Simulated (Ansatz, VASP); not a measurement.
## Mg in VASP and in Ansatz

```
CELL_PARAMETERS angstrom
0.00000 3.41329 3.41329
3.41329 0.00000 3.41329
3.41329 3.41329 0.00000
ATOMIC_POSITIONS crystal
Mg 0.00000 0.00000 0.00000
Mg 0.25000 0.25000 0.25000
Mg 0.75000 0.75000 0.75000
```

Alike in both runs: task relaxation of cell and atoms; functional PBE; k mesh 4 × 4 × 4; occupations gaussian, width 0.1 eV; no spin polarisation.

|  | VASP | Ansatz |
| --- | --- | --- |
| version | VASP 6.6.1 | Ansatz 0.2.0 |
| potentials or method | VASP PAW PBE potentials, release 64 (Mg) | scalar-relativistic, plane waves, PAW |
| plane-wave cutoff (eV) | 600 | 420 |
| valence electrons in the cell | 6 | 30 |

VASP gave:

| Item | Value |
| --- | --- |
| gap on the k mesh at the Fermi level, each at its own relaxed structure (eV) | none |
| relaxed volume (Å³/atom) | 28.23 |
| relaxed cell length with the largest relative difference (Å) | 4.929 |
| energy change over the relaxation (meV/atom) | -9 |

Problem. Estimate Ansatz's values.

Solution. gap on the k mesh at the Fermi level, each at its own relaxed structure (eV): none; relaxed volume (Å³/atom): 28.22; relaxed cell length with the largest relative difference (Å): 4.929; energy change over the relaxation (meV/atom): -9.

A gap of «none» marks a metal or a gap that the smearing closes. The two sets of potentials don't hold the same shells in valence.

Caveats: the k mesh is coarse (spacing up to 0.40 Å⁻¹), so the values aren't converged.
